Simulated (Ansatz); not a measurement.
Relaxed bulk Si$_{2}$Ni:

```xyz
3
Lattice="0.0000 2.7234 2.7234 2.7234 0.0000 2.7234 2.7234 2.7234 0.0000" Properties=species:S:1:pos:R:3 pbc="T T T"
Si    1.3617    1.3617    1.3617
Si    4.0851    4.0851    4.0851
Ni    0.0000    0.0000    0.0000
```

Miller indices refer to the conventional cell of Fm-3m (No. 225), a = 5.447 Å, b = 5.447 Å, c = 5.447 Å, α = 90.00°, β = 90.00°, γ = 90.00°.

The (111) slab of 12 planes, 11.0 Å thick with 15 Å of vacuum as cut; outer planes Si (top) and Si (bottom).

Theory: Ansatz 0.2.0, DFT PBE, scalar-relativistic, plane waves, PAW. Settings: cutoff 420 eV, Γ-centred mesh 9×9×1 on the computed 12-atom cell, Gaussian smearing of 0.10 eV; no spin polarisation. The cell repeats along c with a dipole correction in the vacuum.

Results for the relaxed slab:

```yaml
Surface_energy_mean_of_both_faces: 0.99 J/m²
Work_function: 4.55 eV
```

Relaxation lowers the energy by 0.066 J/m² a face; the largest move is 0.114 Å.

```
plane (bottom to top) atoms spacing to next, bulk (Å) relaxed (Å) change (%)
                    1     Si                      0.786        0.703       -10.6
                    2     Ni                      0.786        0.729        -7.3
                    3     Si                      1.572        1.591        +1.2
                    4     Si                      0.786        0.783        -0.3
                    5     Ni                      0.786        0.808        +2.7
                    6     Si                      1.572        1.550        -1.4
                    7     Si                      0.786        0.808        +2.7
                    8     Ni                      0.786        0.783        -0.3
                    9     Si                      1.572        1.591        +1.2
                   10     Si                      0.786        0.729        -7.3
                   11     Ni                      0.786        0.703       -10.6
                   12     Si
```